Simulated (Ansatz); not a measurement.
# Mo: a tetragonal deformation path

One table from this session's results is given with a row withheld; the runs are named, their logs left out.

The COD entry's cell or inner coordinates are ideal or old and differ from later refinements, so a difference from it is no clean test against experiment.

Program: Ansatz 0.2.0. Level of theory: DFT LDA, scalar-relativistic, plane waves, PAW. These are calculated values, not measurements.

### The system as given

The structure is cubic, space group Im-3m (No. 229). Conventional cell: a = 3.142 Å, b = 3.142 Å, c = 3.142 Å, α = 90.00°, β = 90.00°, γ = 90.00°. Mo (site symmetry m-3m) is surrounded by 8 Mo at 2.72 Å.

Structure file:

```
Mo
1.0
    -1.57100    1.57100    1.57100
     1.57100   -1.57100    1.57100
     1.57100    1.57100   -1.57100
Mo
1
Direct
  0.00000 0.00000 0.00000
```

The structure comes from the Crystallography Open Database.

The first run:

input.yaml

```yaml
crystal:
  lattice:
    - [-1.571, 1.571, 1.571]
    - [1.571, -1.571, 1.571]
    - [1.571, 1.571, -1.571]
  atoms:
    - { symbol: Mo, position: [0.0, 0.0, 0.0] }
basis:
  ecutwfc: 420
kpoints:
  mp_grid: { grid: [8, 8, 8] }
hamiltonian:
  xc: lda
scf:
  occupations: { method: gaussian, width: 0.1 }
output:
  forces: true
  stress: true
  eigenvalues: true
```

Steps of the session up to this table: Probe: one point at the start; The undisturbed cell; Point ρ = 0.707; At ρ = 1.414; ρ = 0.850; At ρ = 1.200; Point ρ = 0.780; Point ρ = 1.300; ρ = 0.920; ρ = 1.100; At ρ = 0.650; At ρ = 1.500.

One table of the session follows, with a row left open; its other results are not shown here.

Collected from the runs (energy zero: the undisturbed cell):

| ρ | ΔE (meV/atom) | pressure (GPa) |
| --- | --- | --- |
| 0.650 | 848.2 | 13.1 |
| 0.707 | 589.2 | 5.2 |
| 0.780 | 404.7 | -1.2 |
| 0.850 | 233.1 | -5.0 |
| 0.920 | 69.5 | -7.1 |
| 1.000 | 0.0 | -8.0 |
| 1.100 | 84.4 | -7.0 |
| 1.200 | 252.8 | -5.0 |
| 1.300 | ? | ? |
| 1.414 | 421.2 | -4.3 |
| 1.500 | 403.4 | -4.2 |

Q: Estimate the row for ρ = 1.300 from the others.

Worked estimate for «ΔE (meV/atom)». A straight line through the neighbours (1.200, 252.8) and (1.414, 421.2) gives 252.8 + (421.2 − 252.8) × (1.300 − 1.200) / (1.414 − 1.200) = 331.5; a parabola fitted to 4 rows on both sides gives 366.4.

As computed: ΔE (meV/atom): 373.7; pressure (GPa): -4.3. In «ΔE (meV/atom)» the line misses by -42.2 and the parabola by -7.3.
